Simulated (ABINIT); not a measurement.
Crystal: Li.

```
Li
1.0
    -1.75465    1.75465    1.75465
     1.75465   -1.75465    1.75465
     1.75465    1.75465   -1.75465
Li
1
Direct
  0.00000 0.00000 0.00000
```

Base run:

* Program: ABINIT 10.8.3 (patched build)
* Functional: revPBE
* Potentials or basis: JTH PAW PBE v2.0
* Cutoff: 408 eV
* k mesh: 11 × 11 × 11
* Occupations: fermi-dirac, width 0.05 eV
* Spin: no spin polarisation

Its results: band gap on the k mesh none (metal or under the smearing width); pressure -0.3 GPa.

Problem. The run is repeated on the same cell with these changes: functional from revPBE to SOGGA. What comes out?

Solution. Band gap on the k mesh none (metal or under the smearing width); pressure -0.8 GPa.

SOGGA binds more tightly than revPBE, so the same cell stands under less pressure.

Caveats: the PAW data sets were made with another functional, which shifts forces and pressure a little.
